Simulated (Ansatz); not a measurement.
# Hg in Ansatz: convergence with xc grid

Input of the first run (xc grid 1); the others differ in this setting and in those tied to it:

File input.yaml:

```yaml
crystal:
  lattice:
    - [2.1243184923, -2.6725824964, 0.0]
    - [2.1243184923, 2.6725824964, 0.0]
    - [-2.1151288124, 0.0, 2.8921990043]
  atoms:
    - { symbol: Hg, position: [0.0, 0.0, 0.0] }
hamiltonian:
  xc: pbesol
  pseudopotentials: { kind: paw }
kpoints:
  mp_grid: { grid: [8, 8, 8] }
scf:
  occupations: { method: cold, width: 0.05 }
output:
  forces: true
  stress: true
  eigenvalues: true
basis:
  xc_grid: 1
```

Potentials or basis: Ansatz PAW.

Run with:

```sh
$ ansatz run input.yaml --threads 2 --pin off --max-ram 5632MiB --backend cpu --events-out ev --progress --plain --runs-dir out
```

Hardware: 2 threads of Arm Neoverse V2, with other jobs on the host.

```
xc grid  energy less the tightest run, at zero smearing (meV/atom)  SCF cycles  CPU time (s)  peak memory (GiB)
      1                                                       0.00           5           2.3               0.32
      2                                                       0.00           5           2.4               0.32
      3                                                       0.00           5             2               0.34
      4                                                       0.00           5           2.1               0.36
      5                                                       0.00           5           2.3                0.4
```

Against the tightest run, the energy stays within 1 meV/atom from 1 on. The tightest run that finished is the yardstick and may itself not be fully converged.

 Spin-orbit coupling is left out, which matters for the levels of Hg.
